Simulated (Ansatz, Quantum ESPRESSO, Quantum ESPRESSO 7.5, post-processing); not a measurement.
## Ballistic transmission: 1 layers of Mo in Au(111), on the host's sites

Aim: the zero-bias transmission with pwcond for this junction: 1 layers of Mo in Au(111), on the host's sites.

Calculated with Quantum ESPRESSO 7.5; plane-wave DFT, PBE, JTH PAW pseudopotentials (cross-check by Ansatz 0.2.0 with PAW datasets).

Most raw output is cut from this account.

### Step 1. Starting point

The cell holds 15 atoms: 14 Au and 1 Mo. Cell: a = 2.949 Å, b = 2.949 Å, c = 35.801 Å, α = 90.0°, β = 90.0°, γ = 60.0°. It derives from Au. Regions: left lead, 6 atoms (6 Au); channel, 3 atoms (1 Mo and 2 Au); right lead, 6 atoms (6 Au). The structure is stacked along c, and the current runs across the ab planes.

Structure file:

```cif
data_structure
_symmetry_space_group_name_H-M 'P 1'
_symmetry_Int_Tables_number 1
_cell_length_a 2.9486
_cell_length_b 2.9486
_cell_length_c 35.8011
_cell_angle_alpha 90.000
_cell_angle_beta 90.000
_cell_angle_gamma 60.000
_cell_volume 269.57
loop_
_atom_site_label
_atom_site_type_symbol
_atom_site_fract_x
_atom_site_fract_y
_atom_site_fract_z
_atom_site_occupancy
Au1 Au 0.00000 0.00000 0.00000 1
Au2 Au 0.33333 0.33333 0.06725 1
Au3 Au 0.66667 0.66667 0.13450 1
Au4 Au 0.00000 0.00000 0.20174 1
Au5 Au 0.33333 0.33333 0.26899 1
Au6 Au 0.66667 0.66667 0.33624 1
Mo7 Mo 0.00000 0.00000 0.39913 1
Au8 Au 0.33333 0.33333 0.46202 1
Au9 Au 0.66667 0.66667 0.52926 1
Au10 Au 0.00000 0.00000 0.59651 1
Au11 Au 0.33333 0.33333 0.66376 1
Au12 Au 0.66667 0.66667 0.73101 1
Au13 Au 0.00000 0.00000 0.79826 1
Au14 Au 0.33333 0.33333 0.86550 1
Au15 Au 0.66667 0.66667 0.93275 1
```

### Step 2. Self-consistent run

One periodic cell holds a stretch of lead, the junction and more lead; the atoms stay as built.

Contents of scf.in:

```
&control
  prefix = 'scf'
  outdir = './out'
  pseudo_dir = './pseudo'
  calculation = 'scf'
  tprnfor = .true.
/
&system
  ibrav = 0
  nat = 15
  ntyp = 2
  ecutwfc = 45
  ecutrho = 360
  occupations = 'smearing'
  smearing = 'mv'
  degauss = 0.01
/
&electrons
  conv_thr = 1e-07
  mixing_beta = 0.25
  electron_maxstep = 120
  mixing_mode = 'local-TF'
/
ATOMIC_SPECIES
  Au  196.9666  Au.GGA_PBE-JTH.UPF
  Mo  95.9500  Mo.GGA_PBE-JTH.UPF
CELL_PARAMETERS angstrom
  2.94863527754790 0.00000000000000 0.00000000000000
  1.47431763877395 2.55359305685146 0.00000000000000
  0.00000000000000 0.00000000000000 35.80106802608552
ATOMIC_POSITIONS crystal
  Au  0.000000000000 0.000000000000 0.000000000000
  Au  0.333333333000 0.333333333000 0.067248011170
  Au  0.666666667000 0.666666667000 0.134496022340
  Au  0.000000000000 0.000000000000 0.201744033510
  Au  0.333333333000 0.333333333000 0.268992044681
  Au  0.666666667000 0.666666667000 0.336240055851
  Mo  0.000000000000 0.000000000000 0.399127983245
  Au  0.333333333000 0.333333333000 0.462015910639
  Au  0.666666667000 0.666666667000 0.529263921809
  Au  0.000000000000 0.000000000000 0.596511932979
  Au  0.333333333000 0.333333333000 0.663759944149
  Au  0.666666667000 0.666666667000 0.731007955319
  Au  0.000000000000 0.000000000000 0.798255966490
  Au  0.333333333000 0.333333333000 0.865503977660
  Au  0.666666667000 0.666666667000 0.932751988830
K_POINTS automatic
  9 9 1 0 0 0
```

Run with:

```console
$ OMP_NUM_THREADS=1 mpirun -n 4 pw.x -nk 4 -in scf.in > scf.out
```

Run time: 3.3 min. Hardware: 4 MPI ranks of Arm Neoverse V2, shared host; peak memory 1.5 GiB; 13 min of CPU time.

Read from the output:

| Property | Result |
| --- | --- |
| free energy | -152599.4104 eV |
| Fermi energy | 15.08 eV |

The program's own clock; routines nest. Time by routine:

```csv
routine,wall time (s),calls
PWSCF,198.2,1
electrons,188.6,1
c_bands,146,20
cegterg,129.4,60
h_psi,71.61,298
fftw,44.54,41444
vloc_psi,42.01,298
calbec,20.19,370
sum_band,20.12,20
add_vuspsi,14.47,298
s_psi,14.43,298
h_psi:calbec,14.4,298
PAW_pot,10.43,21
init_run,7.43,1
```

The run needed 20 iterations to bring the estimated error under 1e-07 Ry; the largest force on any atom, held or free, is 0.07 eV/Å.

### Step 3. Transmission with pwcond.x

prefixt takes both regions from one run: the lead from 0 to bdl, the scattering region from bdl to bds (units of alat). ikind = 1 puts the same lead on both sides. The program's T_tot counts both spins in a run without spin; the tables below give T per spin.

Contents of cond.in:

```
&inputcond
  outdir = './out'
  prefixt = 'scf'
  tran_file = 'cond.dat'
  bdl = 2.4494897436
  bds = 12.1415721716
  ikind = 1
  ewind = 4.0
  epsproj = 1e-05
  nz1 = 7
  energy0 = 0.4
  denergy = -0.4
/
10
  0.00000000 0.00000000 0.01562500
  0.00000000 0.12500000 0.09375000
  0.00000000 0.25000000 0.09375000
  0.00000000 0.37500000 0.09375000
  0.00000000 0.50000000 0.04687500
  0.12500000 0.25000000 0.09375000
  0.12500000 0.37500000 0.18750000
  0.12500000 0.50000000 0.18750000
  0.25000000 0.50000000 0.09375000
  0.25000000 0.62500000 0.09375000
3
```

Run with:

```console
$ OMP_NUM_THREADS=1 mpirun -n 4 pwcond.x -in cond.in > cond.out
```

Wall time 49 s (4 MPI ranks); peak memory 0.3 GiB.

This step gave:

| Quantity | Value |
| --- | --- |
| lead channels at the Fermi level, one spin | 0.8906 |
| transmission at the Fermi level, one spin | 0.6768 |
| conductance | 0.6768 G₀ |

Per spin; mean over the k mesh across the current. Table of open channels, zone mean by energy, zero at the Fermi level:

```csv
energy (eV),"open channels, zone mean"
-0.400,0.609
0.000,0.891
0.400,0.891
```

Per spin; mean over the k mesh across the current. Table of transmission, zone mean by energy, zero at the Fermi level:

```csv
energy (eV),"transmission, zone mean"
-0.400,0.374
0.000,0.677
0.400,0.551
```

At 0.000 eV; k in fractions of b1, b2. Transmission by k point:

```csv
k1,k2,weight,t,channels
0,0,0.01562,0,0
0,0.125,0.09375,0.09749,1
0,0.25,0.09375,0.8411,1
0,0.375,0.09375,0.8946,1
0,0.5,0.04688,0.8035,1
0.125,0.25,0.09375,0.1608,1
0.125,0.375,0.1875,0.9173,1
0.125,0.5,0.1875,0.9944,1
0.25,0.5,0.09375,0.9998,1
0.25,0.625,0.09375,0,0
```

The program's own clock; routines nest. Time by routine:

```csv
routine,wall time (s),calls
PWCOND,48.09,1
scatter_forw,40.29,60
local,2.96,10
compbs,2.39,30
compbs_2,1.98,30
init,1.49,1
poten,0.06,1
```

The run is unpolarised; a magnetic state was not tried, may lie lower and would change T.

At no point does T exceed the number of channels.

### Step 4. The open system, with epsproj = 0.001

How much does a setting matter? One run is repeated with a change.

cond.w.in, as its differences from the input of step 3:

```diff
@@ -3,3 +3,3 @@
   prefixt = 'scf'
-  tran_file = 'cond.dat'
+  tran_file = 'cond.w.dat'
   bdl = 2.4494897436
@@ -8,3 +8,3 @@
   ewind = 4.0
-  epsproj = 1e-05
+  epsproj = 0.001
   nz1 = 7
```

Run with:

```console
$ OMP_NUM_THREADS=1 mpirun -n 4 pwcond.x -in cond.w.in > cond.w.out
```

The job ended after 30 s (4 MPI ranks; peak memory 0.29 GiB; 2 min of CPU time).

The changed values were drawn from a wide range, not chosen for quality; the comparison shows what they did here together.

Beside the run it was changed from:

```csv
quantity,this run,unchanged run,difference
"transmission at the Fermi level, one spin",0.6745,0.6768,-0.0023
"lead channels at the Fermi level, one spin",0.8906,0.8906,0
wall time (s),30,49,
```

Over all energies T moves by up to 0.026, at 0.4 eV.

The physical values in this table move by up to 0.34 %.

### Step 5. The same in Ansatz

A second code with its own PAW datasets, on the same atoms.

Level of this step: plane-wave DFT, PBE, Ansatz PAW (Ansatz 0.2.0).

Contents of input.yaml:

```yaml
crystal:
  lattice:
    - [2.9486352775, 0.0, 0.0]
    - [1.4743176388, 2.5535930569, 0.0]
    - [0.0, 0.0, 35.8010680261]
  atoms:
    - { symbol: Au, position: [0.0, 0.0, 0.0] }
    - { symbol: Au, position: [0.333333333, 0.333333333, 0.0672480112] }
    - { symbol: Au, position: [0.666666667, 0.666666667, 0.1344960223] }
    - { symbol: Au, position: [0.0, 0.0, 0.2017440335] }
    - { symbol: Au, position: [0.333333333, 0.333333333, 0.2689920447] }
    - { symbol: Au, position: [0.666666667, 0.666666667, 0.3362400559] }
    - { symbol: Mo, position: [0.0, 0.0, 0.3991279832] }
    - { symbol: Au, position: [0.333333333, 0.333333333, 0.4620159106] }
    - { symbol: Au, position: [0.666666667, 0.666666667, 0.5292639218] }
    - { symbol: Au, position: [0.0, 0.0, 0.596511933] }
    - { symbol: Au, position: [0.333333333, 0.333333333, 0.6637599441] }
    - { symbol: Au, position: [0.666666667, 0.666666667, 0.7310079553] }
    - { symbol: Au, position: [0.0, 0.0, 0.7982559665] }
    - { symbol: Au, position: [0.333333333, 0.333333333, 0.8655039777] }
    - { symbol: Au, position: [0.666666667, 0.666666667, 0.9327519888] }
kpoints:
  mp_grid: { grid: [9, 9, 1] }
hamiltonian:
  xc: pbe
scf:
  occupations: { method: fermi_dirac, width: 0.1 }
  convergence: { dr2_threshold: 1.0e-08 }
output:
  transmission: { leads: [[0, 3]], e_range: [-0.4, 0.4], de: 0.4, kmesh: [8, 8] }
  write_potential: true
  write_density: true
  volumetric_format: npy
  elf: true
```

Run with:

```console
$ ansatz run input.yaml --threads 4 --pin off --max-ram 8192MiB --backend cpu --events-out ev --progress --plain --runs-dir out
```

Wall time 12 s (4 threads); peak memory 1.2 GiB; 45 s of CPU time.

This step gave:

| Item | Value |
| --- | --- |
| free energy | -189046.1368 eV |
| energy at zero smearing | -189046.0575 eV |
| smearing term TS | 0.1586 eV |
| Fermi energy | 19.15 eV |
| symmetry operations | 12 |
| transmission at the Fermi level, one spin | 0.6765 |
| step of the lead's Hamiltonian over a period | 34.1 meV |

Per spin; mean over the k mesh across the current. Transmission, zone mean against energy, zero at the Fermi level:

```csv
energy (eV),"transmission, zone mean"
-0.400,0.429
0.000,0.676
0.400,0.552
```

Per spin; mean over the k mesh across the current. Table of open channels, zone mean by energy, zero at the Fermi level:

```csv
energy (eV),"open channels, zone mean"
-0.400,0.797
0.000,0.891
0.400,0.891
```

Valence density in the ca plane at fractional y = 0.000, with atoms of Au and Mo within 0.2 Å of it. It is the smooth field of the valence electrons, not physical close to the nuclei.

Values in units of 1e0 e/Å³, 5 rows by 16 columns, each cell a mean:
```
0.2 2.1 7.3 0.6 0.2 0.2 0.2 0.3 1.4 4.6 0.6 0.3 0.1 0.2 0.2 1.9
0.5 0.4 1.0 0.3 0.7 0.4 0.5 0.6 0.4 0.8 0.3 0.7 0.3 0.6 0.5 0.4
0.8 0.2 0.3 0.2 1.1 0.5 0.7 1.0 0.3 0.3 0.3 1.2 0.4 0.9 0.8 0.2
0.4 0.7 2.3 0.3 0.5 0.3 0.3 0.5 0.6 1.7 0.3 0.5 0.2 0.4 0.4 0.7
0.2 2.8 9.7 0.8 0.2 0.1 0.1 0.2 1.9 5.6 0.7 0.2 0.1 0.2 0.2 2.5
```
Columns run along c (16.0 Å, from fractional 0.14 to 0.59 of the cell), rows up along a (2.9 Å). Atoms in or near the plane, at fractional coordinates: Au at (0.20, 0.00), Mo at (0.40, 0.00).

ELF in the ca plane at fractional y = 0.000, with atoms of Au and Mo within 0.2 Å of it. It is the smooth field of the valence electrons, not physical close to the nuclei.

Values, 5 rows by 16 columns, each cell a mean:
```
0.20 0.38 0.59 0.27 0.20 0.16 0.17 0.23 0.40 0.66 0.27 0.22 0.15 0.18 0.20 0.37
0.27 0.24 0.33 0.21 0.31 0.24 0.26 0.32 0.24 0.33 0.26 0.33 0.21 0.29 0.28 0.23
0.32 0.18 0.21 0.19 0.38 0.27 0.29 0.37 0.29 0.29 0.29 0.39 0.23 0.33 0.33 0.18
0.24 0.28 0.43 0.22 0.27 0.21 0.23 0.29 0.26 0.47 0.24 0.29 0.19 0.25 0.24 0.28
0.19 0.41 0.64 0.29 0.19 0.14 0.15 0.22 0.45 0.61 0.30 0.20 0.13 0.16 0.19 0.39
```
Columns run along c (16.0 Å, from fractional 0.14 to 0.59 of the cell), rows up along a (2.9 Å). Atoms in or near the plane, at fractional coordinates: Au at (0.20, 0.00), Mo at (0.40, 0.00).

Ansatz finds T = 0.676 against pwcond's 0.677.

### Step 6. All levels side by side

All levels:

```csv
step,T at the Fermi level (per spin),conductance (G0),r.m.s. T(E) from the first,CPU time of the step (s),peak memory (GiB)
Ansatz,0.6765,-,0,44.76,1.214
pwcond,0.6768,0.6768,0.03215,194.2,0.3
"pwcond, changed setting",0.6745,0.6745,0.04303,118.5,0.29
```

Per spin; mean over the k mesh across the current. Transmission, zone mean against energy, zero at the Fermi level:

```csv
energy (eV),Ansatz,pwcond,"pwcond, changed setting"
-0.400,0.429,0.374,0.359
0.000,0.676,0.677,0.675
0.400,0.552,0.551,0.577
```

### Step 7. A check by hand

The Landauer sum over the mesh, Σ w T = 0.1875 × 0.994 + 0.1875 × 0.917 + 0.0938 × 1 + … = 0.6768.

G = 0.677 × 77.48 µS = 52.4 µS a cell. Times the area of 7.530 Å², the resistance-area product is A/G = 1.44 fΩ m², the leads' contact resistance included.

Free electrons at 1 an atom (3 atoms in 54.4 Å³) have k_F = 1.178 1/Å and offer A k_F²/4π = 0.83 channels per spin; the lead has 0.89 on this mesh.

### Step 8. Summary of results

```yaml
conductance_from_t_at_the_fermi_level_a_cell: 0.677 G₀
conductance_per_area: 696 S/μm²
lead_channels_per_spin: 0.89
the_same_conductance_by_ansatz: 0.676 G₀
```

**Reading.** The junction conducts 0.677 G₀ a cell at the Fermi level (PBE, JTH PAW). At the Fermi level the junction passes 76 % of what the leads offer. At the Fermi level pwcond and Ansatz differ by 0.049 %, a close match. Ansatz finds a step of 34 meV across the lead's period inside the junction cell: the lead is too short to be bulk-like, which bears on both codes. The mean rests on 10 distinct points, the heaviest weighing 0.19, and the mesh was not tested, so even the second digit is unsure. Over -0.4 to 0.4 eV, T lies between 0.37 and 0.68 per spin. The geometry is as built, not relaxed, and the leads are short. Spin-orbit coupling is left out; depending on the atoms that carry the levels of interest, it can split and shift them by tenths of an eV to an eV or more.

[Logs are printed without paths, hosts, clocks, repeated set-up lines and the standing remarks that a program may print on its own settings, such as how far it seeks lower states.]

[Hosts, paths, dates, database ids (printed as entryN), source tags and the programs' standing remarks are cut or masked in the printed files.]

[Maps of the electrostatic potential energy from Ansatz leave out the sawtooth potential of an applied field or a dipole correction, so their vacuum need not be flat; planar profiles and work functions include it.]
